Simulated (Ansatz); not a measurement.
**Equation of state of Y**

```xyz
2
Lattice="0.0000 3.5190 3.5190 3.5190 0.0000 3.5190 3.5190 3.5190 0.0000" Properties=species:S:1:pos:R:3 pbc="T T T"
Y     0.0000    0.0000    0.0000
Y     1.7595    1.7595    1.7595
```

The cell was built from the diamond type and relaxed in the same program, and has space group Fd-3m; it needn't be a known or the stable phase.

Levels of theory: DFT, PBE, all-electron LAPW, scalar-relativistic (Ansatz 0.2.0); DFT, PBE, PAW with Ansatz's default frozen-core files, scalar-relativistic (Ansatz 0.2.0).

For LAPW: a Γ-centred 9×9×9 k mesh, Fermi–Dirac smearing of 0.05 eV, basis error target 1 meV/atom, no spin polarisation. PAW takes a cutoff of 420 eV at this cell. The Ansatz runs share mesh, smearing and spin set-up. Plane-wave (PAW) pressures include the program's estimate of the Pulay term.

The cell above is scaled evenly, with fractional coordinates and shape held.

```tsv
V/V(cell)	V (Å³/atom)	P, LAPW (GPa)	P, PAW (GPa)
0.9405	40.983	0.91	0.91
0.9800	42.704	0.27	0.27
1.0000	43.576	0.04	0.03
1.0200	44.447	-0.17	-0.17
1.0600	46.190	?	?
```

Task: Fill in the row V/V(cell) = 1.0600.

Result: P, LAPW (GPa) = -0.47, P, PAW (GPa) = -0.48.

Task: What do Birch–Murnaghan fits to the pressures give?

Result: LAPW: V0 = 43.71 Å³/atom, B0 = 11 GPa, B0′ = 8.3; PAW: V0 = 43.70 Å³/atom, B0 = 11 GPa, B0′ = 8.3.

PAW's V0 lies -0.01 % from the all-electron value and its B0 0.1 %. Symmetry fixes shape and coordinates here, so this is the relaxed modulus.
